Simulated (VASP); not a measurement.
# Zn (Fm-3m) in VASP: notebook

Aim: see how the results for Zn move with the level of theory and the settings. Levels: RPBE, revPBE, BLYP, AM05, PW91. Tasks: band structure.

Everything below comes from runs of VASP 6.6.1. Logs are shortened: lines on timing, memory, paths and dates and some standing lists are left out, and cuts for length are marked.

### Step 1. The crystal as given

The structure is cubic, space group Fm-3m (No. 225). Conventional cell: a = 3.930 Å, b = 3.930 Å, c = 3.930 Å, α = 90.00°, β = 90.00°, γ = 90.00°. Zn (site symmetry m-3m) is surrounded by 12 Zn at 2.78 Å.

This isn't the form of Zn at room conditions, which is hcp.

### Step 2. Band structure, RPBE

Contents of POSCAR:

```
Zn
1.0
    0.0000000000      1.9647760000      1.9647760000
    1.9647760000      0.0000000000      1.9647760000
    1.9647760000      1.9647760000      0.0000000000
Zn
1
Direct
    0.0000000000      0.0000000000      0.0000000000
```

Contents of INCAR.step1:

```
  ALGO = Fast
  EDIFF = 1E-6
  ENCUT = 520
  GGA = RP
  ISIF = 2
  ISMEAR = -1
  LASPH = True
  LCHARG = True
  LREAL = False
  LWAVE = False
  NELM = 100
  PREC = Accurate
  SIGMA = 0.05
```

Contents of KPOINTS.step1:

```
k-points
0
Gamma
  12 12 12
```

Contents of INCAR.step2:

```
  ALGO = Fast
  EDIFF = 1E-6
  ENCUT = 520
  GGA = RP
  ICHARG = 11
  ISIF = 2
  ISMEAR = 0
  LASPH = True
  LCHARG = False
  LREAL = False
  LWAVE = False
  NELM = 100
  PREC = Accurate
  SIGMA = 0.05
```

Contents of KPOINTS.step2:

```
path GXWKGLUWLK,UX
15
line-mode
reciprocal
 0.0000000000  0.0000000000  0.0000000000  G
 0.5000000000  0.0000000000  0.5000000000  X

 0.5000000000  0.0000000000  0.5000000000  X
 0.5000000000  0.2500000000  0.7500000000  W

 0.5000000000  0.2500000000  0.7500000000  W
 0.3750000000  0.3750000000  0.7500000000  K

 0.3750000000  0.3750000000  0.7500000000  K
 0.0000000000  0.0000000000  0.0000000000  G

 0.0000000000  0.0000000000  0.0000000000  G
 0.5000000000  0.5000000000  0.5000000000  L

 0.5000000000  0.5000000000  0.5000000000  L
 0.6250000000  0.2500000000  0.6250000000  U

 0.6250000000  0.2500000000  0.6250000000  U
 0.5000000000  0.2500000000  0.7500000000  W

 0.5000000000  0.2500000000  0.7500000000  W
 0.5000000000  0.5000000000  0.5000000000  L

 0.5000000000  0.5000000000  0.5000000000  L
 0.3750000000  0.3750000000  0.7500000000  K

 0.6250000000  0.2500000000  0.6250000000  U
 0.5000000000  0.0000000000  0.5000000000  X
```

Potentials or basis: VASP PAW PBE potentials, release 64 (Zn).

Launch:

```bash
cat potpaw_PBE.64/Zn/POTCAR > POTCAR
cp INCAR.step1 INCAR
cp KPOINTS.step1 KPOINTS
mpirun -np 1 vasp_std > vasp.out
cp INCAR.step2 INCAR
cp KPOINTS.step2 KPOINTS
mpirun -np 1 vasp_std > vasp.out
```

OUTCAR:

```text
EDIFF = 1E-6
   ENCUT = 520
   GGA = RP
   ICHARG = 11
   ISIF = 2
   ISMEAR = 0
   LASPH = True
   LREAL = False
   NELM = 100
   PREC = Accurate

 ion  position               nearest neighbor table
   1  0.000  0.000  0.000-

  LATTYP: Found a face centered cubic cell.
 ALAT       =     3.9295520000

  Lattice vectors:

 A1 = (   0.0000000000,   1.9647760000,   1.9647760000)
 A2 = (   1.9647760000,   0.0000000000,   1.9647760000)
 A3 = (   1.9647760000,   1.9647760000,   0.0000000000)

Analysis of symmetry for initial positions (statically):
=====================================================================
 Subroutine PRICEL returns:
 Original cell was already a primitive cell.

 Routine SETGRP: Setting up the symmetry group for a
 face centered cubic supercell.

 Subroutine GETGRP returns: Found 48 space group operations
 (whereof 48 operations were pure point group operations)
 out of a pool of 48 trial point group operations.

The static configuration has the point symmetry O_h .

Analysis of symmetry for dynamics (positions and initial velocities):
=====================================================================
 Subroutine PRICEL returns:
 Original cell was already a primitive cell.

 Routine SETGRP: Setting up the symmetry group for a
 face centered cubic supercell.

 Subroutine GETGRP returns: Found 48 space group operations
 (whereof 48 operations were pure point group operations)
 out of a pool of 48 trial point group operations.

The dynamic configuration has the point symmetry O_h .

 Subroutine INISYM returns: Found 48 space group operations
 (whereof 48 operations are pure point group operations),
 and found     1 'primitive' translations

----------------------------------------------------------------------------------------

                                     Primitive cell

  volume of cell :      15.1694

  direct lattice vectors                    reciprocal lattice vectors
     0.000000000  1.964776000  1.964776000    -0.254481936  0.254481936  0.254481936
     1.964776000  0.000000000  1.964776000     0.254481936 -0.254481936  0.254481936
     1.964776000  1.964776000  0.000000000     0.254481936  0.254481936 -0.254481936

  length of vectors
     2.778612866  2.778612866  2.778612866     0.440775643  0.440775643  0.440775643

  position of ions in fractional coordinates (direct lattice)
     0.000000000  0.000000000  0.000000000

  ion indices of the primitive-cell ions
   primitive index   ion index
                 1           1

----------------------------------------------------------------------------------------

 KPOINTS: path GXWKGLUWLK,UX

Interpolating k-points between supplied coordinates.

 Line segments in fractional coordinates (reciprocal lattice):
    0.000000  0.000000  0.000000  ...  0.500000  0.000000  0.500000
    0.500000  0.000000  0.500000  ...  0.500000  0.250000  0.750000
    0.500000  0.250000  0.750000  ...  0.375000  0.375000  0.750000
    0.375000  0.375000  0.750000  ...  0.000000  0.000000  0.000000
    0.000000  0.000000  0.000000  ...  0.500000  0.500000  0.500000
    0.500000  0.500000  0.500000  ...  0.625000  0.250000  0.625000
    0.625000  0.250000  0.625000  ...  0.500000  0.250000  0.750000
    0.500000  0.250000  0.750000  ...  0.500000  0.500000  0.500000
    0.500000  0.500000  0.500000  ...  0.375000  0.375000  0.750000
    0.625000  0.250000  0.625000  ...  0.500000  0.000000  0.500000

 Generated    15 points on each line segment, for a total of    150 k-points:

 Following reciprocal coordinates:
            Coordinates               Weight
  0.000000  0.000000  0.000000      0.006667
  0.035714  0.000000  0.035714      0.006667
  0.071429  0.000000  0.071429      0.006667
  0.107143  0.000000  0.107143      0.006667
  0.142857  0.000000  0.142857      0.006667
  0.178571  0.000000  0.178571      0.006667
[... 16 lines left out ...]
  0.500000  0.125000  0.625000      0.006667
  0.500000  0.142857  0.642857      0.006667
 [... further k-points ...]
   k-points           NKPTS =    150   k-points in BZ     NKDIM =    150   number of bands    NBANDS=     10
   number of dos      NEDOS =    301   number of ions     NIONS =      1
   total plane-waves  NPLWV =  13824
   dimension x,y,z NGX =    24 NGY =   24 NGZ =   24
   dimension x,y,z NGXF=    48 NGYF=   48 NGZF=   48
   ions per type =               1
   NGX,Y,Z   is equivalent  to a cutoff of  14.36, 14.36, 14.36 a.u.
   NGXF,Y,Z  is equivalent  to a cutoff of  28.72, 28.72, 28.72 a.u.
 SYSTEM =  unknown system
   PREC   = accura    normal or accurate (medium, high low for compatibility)
   ISTART =      0    job   : 0-new  1-cont  2-samecut
   ICHARG =     11    charge: 1-file 2-atom 10-const
   ISPIN  =      1    spin polarized calculation?
   LNONCOLLINEAR =      F non collinear calculations
   LSORBIT =      F    spin-orbit coupling
   LASPH  =      T    aspherical Exc in radial PAW
   ENCUT  =  520.0 eV  38.22 Ry    6.18 a.u.   5.17  5.17  5.17*2*pi/ulx,y,z
   NELM   =    100;   NELMIN=  2; NELMDL=  0     # of ELM steps
   EDIFF  = 0.1E-05   stopping-criterion for ELM
   LREAL  =      F    real-space projection
   EDIFFG = 0.1E-04   stopping-criterion for IOM
   NSW    =      0    number of steps for IOM
   IBRION =     -1    ionic relax: 0-MD 1-quasi-New 2-CG
   NFREE  =      0    steps in history (QN), initial steepest desc. (CG)
   ISIF   =      2    stress and relaxation
   ISYM   =      2    0-nonsym 1-usesym 2-fastsym
   POTIM  = 0.5000    time-step for ionic-motion
   TEBEG  =    0.0;   TEEND  =   0.0 temperature during run
   PSTRESS=    0.0 pullay stress
   NELECT =      12.0000    total number of electrons
   NUPDOWN=      -1.0000    fix difference up-down
   EMIN   =  10.00;   EMAX   =-10.00  energy-range for DOS
   EFERMI =   0.00;   METHOD = LEGACY
   ISMEAR =     0;   SIGMA  =   0.05  broadening in eV -4-tet -1-fermi 0-gaus
   EFERMI_NEDOS =   21; number of points for ismear=-14 and -15
   IALGO  =     68    algorithm
   IMIX   =      4    mixing-type and parameters
     AMIX     =   0.40;   BMIX     =  1.00
     AMIX_MAG =   1.60;   BMIX_MAG =  1.00
  volume/ion in A,a.u.               =      15.17       102.37
  Fermi-wavevector in a.u.,A,eV,Ry     =   1.514069  2.861175 31.190044  2.292404
  Thomas-Fermi vector in A             =   2.623775
   LORBIT       =      0    0 simple, 1 ext, 2 COOP (PROOUT), +10 PAW based schemes
   GGA     = RP    functional components
   LHFCALC =     F    Hartree Fock is set to
   AEXX    =    0.0000 exact exchange contribution
   IVDW    =     0    specifies the selected vdW correction
   LEPSILON=     F    determine dielectric tensor
   LRPA    =     F    only Hartree local field effects (RPA)
 non-spin polarized calculation
 RMM-DIIS sequential band-by-band and
 Gauss-broadening in eV      SIGMA  =   0.05
  energy-cutoff  :      520.00
  volume of cell :       15.17
 maximum number of plane-waves:       420
 NGX is ok and might be reduce to    24

 number of electron      12.0000008 magnetization

 Free energy of the ion-electron system (eV)
  ---------------------------------------------------
  ext. energy  EPLUGINS =         0.00000000
  ---------------------------------------------------
  free energy    TOTEN  =         1.96522636 eV

  energy without entropy =        1.96750073  energy(sigma->0) =        1.96636355

 E-fermi :   3.9808     XC(G=0): -11.4443

 val. band max:        3.8766841050   @ k =   0.6071   0.2857   0.6071
 cond. band min:       3.9845788550   @ k =   0.6250   0.2500   0.6250
 fundamental gap:      0.1078947500
 Fermi energy:         3.9808366103

 k-point     1 :       0.0000    0.0000    0.0000
  band No.  band energies     occupation
      1      -7.1159      2.00000
      2      -4.3834      2.00000
      3      -4.3834      2.00000
      4      -4.3834      2.00000
      5      -4.0064      2.00000
      6      -4.0064      2.00000
      7      21.5766      0.00000
      8      21.5766      0.00000
      9      21.5767      0.00000
     10      22.0468      0.00000

 k-point     2 :       0.0357    0.0000    0.0357
  band No.  band energies     occupation
      1      -7.0644      2.00000
      2      -4.3911      2.00000
      3      -4.3757      2.00000
      4      -4.3757      2.00000
      5      -4.0135      2.00000
      6      -4.0031      2.00000
      7      20.9836      0.00000
      8      20.9836      0.00000
      9      21.3999      0.00000
     10      21.5619      0.00000

 k-point     3 :       0.0714    0.0000    0.0714
  band No.  band energies     occupation
      1      -6.9108      2.00000
      2      -4.4138      2.00000
      3      -4.3529      2.00000
      4      -4.3529      2.00000
      5      -4.0335      2.00000
      6      -3.9933      2.00000
      7      19.8855      0.00000
      8      19.8855      0.00000
      9      20.6913      0.00000
     10      20.9379      0.00000

 k-point     4 :       0.1071    0.0000    0.1071
  band No.  band energies     occupation
      1      -6.6581      2.00000
      2      -4.4504      2.00000
      3      -4.3156      2.00000
      4      -4.3156      2.00000
      5      -4.0627      2.00000
      6      -3.9774      2.00000
      7      18.7324      0.00000
      8      18.7324      0.00000
      9      19.8100      0.00000
     10      20.3287      0.00000
[... 222 lines left out ...]
 k-point    22 :       0.5000    0.1071    0.6071
  band No.  band energies     occupation
      1      -4.9586      2.00000
      2      -4.8985      2.00000
      3      -3.8812      2.00000
      4      -3.8145      2.00000
      5      -3.6510      2.00000
      6       2.9113      2.00000
      7       5.2919      0.00000
      8       9.2890      0.00000
      9       9.8033      0.00000
     10      18.3811      0.00000

 k-point    23 :       0.5000    0.1250    0.6250
  band No.  band energies     occupation
      1      -4.9224      2.00000
      2      -4.8639      2.00000
      3      -3.9517      2.00000
      4      -3.8395      2.00000
      5      -3.6510      2.00000
      6       3.1431      2.00000
      7       5.4015      0.00000
      8       8.7683      0.00000
      9       9.3796      0.00000
     10      19.1623      0.00000

 k-point    24 :       0.5000    0.1429    0.6429
  band No.  band energies     occupation
      1      -4.8842      2.00000
      2      -4.8242      2.00000
      3      -4.0264      2.00000
      4      -3.8665      2.00000
      5      -3.6509      2.00000
      6       3.4036      2.00000
      7       5.5288      0.00000
      8       8.2555      0.00000
      9       8.9691      0.00000
     10      19.9761      0.00000

 [... further k-points ...]

------------------------ aborting loop because EDIFF is reached ----------------------------------------

  FORCE on cell =-STRESS in cart. coord.  units (eV):
  Direction    XX          YY          ZZ          XY          YZ          ZX
  --------------------------------------------------------------------------------------
  -------------------------------------------------------------------------------------
  Total        0.2873605      0.2873605      0.2873605      0.0000000     -0.0000000      0.0000000
  in kB       30.3506817     30.3506817     30.3506817      0.0000000     -0.0000000      0.0000000
  external PRESSURE =      30.3506817 kB  Pullay stress =       0.0000000 kB

 VOLUME and BASIS-vectors are now :
 -----------------------------------------------------------------------------
  energy-cutoff  :      520.00
  volume of cell :       15.17
      direct lattice vectors                 reciprocal lattice vectors
     0.000000000  1.964776000  1.964776000    -0.254481936  0.254481936  0.254481936
     1.964776000  0.000000000  1.964776000     0.254481936 -0.254481936  0.254481936
     1.964776000  1.964776000  0.000000000     0.254481936  0.254481936 -0.254481936

 POSITION                                       TOTAL-FORCE (eV/Angst)
 -----------------------------------------------------------------------------------
      0.00000      0.00000      0.00000         0.000000     -0.000000      0.000000
 -----------------------------------------------------------------------------------
    total drift:                               -0.000000      0.000000      0.000000

  FREE ENERGIE OF THE ION-ELECTRON SYSTEM (eV)
  ---------------------------------------------------
  free  energy   TOTEN  =         1.9652263596 eV

  energy  without entropy=        1.9675007311  energy(sigma->0) =        1.96636355
```

It took 18 s on 1 thread of Intel Xeon Platinum 8259CL at 2.50GHz (Skylake/Cascade Lake), shared host; peak memory 0.14 GiB.

What came out:

```
Band gap along the path : none (metal or under the smearing width)
```

Levels at the corners of the path, in eV from the Fermi level:
```
point  band 4  band 5  band 6  band 7  band 8  band 9
    Γ   -7.58   -7.20   -7.20   18.38   18.38   18.39
    X   -6.84   -6.84   -0.96    1.80    8.50    8.50
    X   -6.84   -6.84   -0.96    1.80    8.50    8.50
    W   -7.18   -6.84    2.29    2.29    3.23    4.06
    W   -7.18   -6.84    2.29    2.29    3.23    4.06
    K   -7.11   -6.94    0.79    1.63    2.71   10.03
    K   -7.11   -6.94    0.79    1.63    2.71   10.03
    Γ   -7.58   -7.20   -7.20   18.38   18.39   18.39
    Γ   -7.58   -7.20   -7.20   18.38   18.38   18.38
    L   -6.91   -6.91   -2.87   -1.31   15.37   15.37
    L   -6.91   -6.91   -2.87   -1.31   15.37   15.37
    U   -7.11   -6.94    0.79    1.63    2.71   10.03
    U   -7.11   -6.94    0.79    1.63    2.71   10.03
    W   -7.18   -6.84    2.29    2.29    3.23    4.06
    W   -7.18   -6.84    2.29    2.29    3.23    4.06
    L   -6.91   -6.91   -2.87   -1.31   15.37   15.37
    L   -6.91   -6.91   -2.87   -1.31   15.37   15.37
    K   -7.11   -6.94    0.79    1.63    2.71   10.03
    U   -7.11   -6.94    0.79    1.63    2.71   10.03
    X   -6.84   -6.84   -0.96    1.80    8.50    8.50
```

Caveat: the log is that of the step along the path at fixed density, whose energy, stress, charges and moments have no meaning; the PAW data sets were made with another functional, which shifts forces and pressure a little.

### Step 3. Band structure, revPBE

POSCAR is that of step 2.

INCAR.step1, as its differences from that of step 2:

```diff
@@ -3,3 +3,3 @@
   ENCUT = 520
-  GGA = RP
+  GGA = RE
   ISIF = 2
```

KPOINTS.step1 is that of step 2.

INCAR.step2, as its differences from that of step 2:

```diff
@@ -3,3 +3,3 @@
   ENCUT = 520
-  GGA = RP
+  GGA = RE
   ICHARG = 11
```

KPOINTS.step2 is that of step 2.

Potentials or basis: VASP PAW PBE potentials, release 64 (Zn).

Launch:

```bash
cat potpaw_PBE.64/Zn/POTCAR > POTCAR
cp INCAR.step1 INCAR
cp KPOINTS.step1 KPOINTS
mpirun -np 1 vasp_std > vasp.out
cp INCAR.step2 INCAR
cp KPOINTS.step2 KPOINTS
mpirun -np 1 vasp_std > vasp.out
```

Wall time 19 s (1 thread of Intel Xeon Platinum 8259CL at 2.50GHz (Skylake/Cascade Lake), shared host); peak memory 0.14 GiB.

Results (log left out):

- Band gap along the path: none (metal or under the smearing width)

Levels at the corners of the path, in eV from the Fermi level:
| point | band 3 | band 4 | band 5 | band 6 | band 7 | band 8 | band 9 | band 10 |
| --- | --- | --- | --- | --- | --- | --- | --- | --- |
| Γ | -7.58 | -7.58 | -7.20 | -7.20 | 18.37 | 18.37 | 18.37 | 18.88 |
| X | -6.93 | -6.84 | -6.84 | -0.96 | 1.80 | 8.50 | 8.50 | 12.08 |
| X | -6.93 | -6.84 | -6.84 | -0.96 | 1.80 | 8.50 | 8.50 | 12.08 |
| W | -7.67 | -7.17 | -6.84 | 2.29 | 2.29 | 3.21 | 4.06 | 21.81 |
| W | -7.67 | -7.17 | -6.84 | 2.29 | 2.29 | 3.21 | 4.06 | 21.69 |
| K | -7.28 | -7.11 | -6.94 | 0.80 | 1.63 | 2.71 | 10.02 | 13.49 |
| K | -7.28 | -7.11 | -6.94 | 0.80 | 1.63 | 2.71 | 10.02 | 13.49 |
| Γ | -7.58 | -7.58 | -7.20 | -7.20 | 18.37 | 18.37 | 18.37 | 18.88 |
| Γ | -7.58 | -7.58 | -7.20 | -7.20 | 18.37 | 18.37 | 18.37 | 18.88 |
| L | -7.58 | -6.91 | -6.91 | -2.87 | -1.32 | 15.35 | 15.35 | 17.42 |
| L | -7.58 | -6.91 | -6.91 | -2.87 | -1.32 | 15.35 | 15.35 | 17.42 |
| U | -7.28 | -7.11 | -6.94 | 0.80 | 1.63 | 2.71 | 10.02 | 13.49 |
| U | -7.28 | -7.11 | -6.94 | 0.80 | 1.63 | 2.71 | 10.02 | 13.49 |
| W | -7.67 | -7.17 | -6.84 | 2.29 | 2.29 | 3.21 | 4.06 | 21.69 |
| W | -7.67 | -7.17 | -6.84 | 2.29 | 2.29 | 3.21 | 4.06 | 21.83 |
| L | -7.58 | -6.91 | -6.91 | -2.87 | -1.32 | 15.35 | 15.35 | 17.42 |
| L | -7.58 | -6.91 | -6.91 | -2.87 | -1.32 | 15.35 | 15.35 | 17.42 |
| K | -7.28 | -7.11 | -6.94 | 0.80 | 1.63 | 2.71 | 10.02 | 13.49 |
| U | -7.28 | -7.11 | -6.94 | 0.80 | 1.63 | 2.71 | 10.02 | 13.49 |
| X | -6.93 | -6.84 | -6.84 | -0.96 | 1.80 | 8.50 | 8.50 | 12.08 |

Caveat: the log is that of the step along the path at fixed density, whose energy, stress, charges and moments have no meaning; the PAW data sets were made with another functional, which shifts forces and pressure a little.

[end of part 1 of 2]
